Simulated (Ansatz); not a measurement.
Re:

```
CELL_PARAMETERS angstrom
2.76639 0.00000 0.00000
-1.38319 2.39576 0.00000
0.00000 0.00000 8.93885
ATOMIC_POSITIONS crystal
Re 0.66667 0.33333 0.75000
Re 0.00000 0.00000 0.50000
Re 0.33333 0.66667 0.25000
Re 0.00000 0.00000 0.00000
```

Base run:

```yaml
Program: Ansatz 0.2.0
Functional: PBEsol
Potentials_or_basis: Ansatz PAW
Cutoff: 420 eV
Density_cutoff: 1680 eV
k_mesh: 11 × 11 × 3
Occupations: fermi-dirac, width 0.05 eV
Spin: no spin polarisation
```

Its results: band gap on the k mesh none (metal or under the smearing width); pressure -6.8 GPa.

Problem. The run is repeated on the same cell with these changes: functional from PBEsol to BLYP. What comes out?

Solution. Band gap on the k mesh none (metal or under the smearing width); pressure 16.9 GPa.

BLYP binds less tightly than PBEsol, so the same cell stands under more pressure.

Caveats: the PAW data sets come from PBE, with cores solved anew for the run's functional, which leaves a small shift of forces and pressure; the potentials were made for another functional, which shifts forces and pressure (some runs); so large a pressure means that the cell lies far from this level's equilibrium, or that cutoff or potentials fall short (some runs).

Not every run made on this cell is shown here.
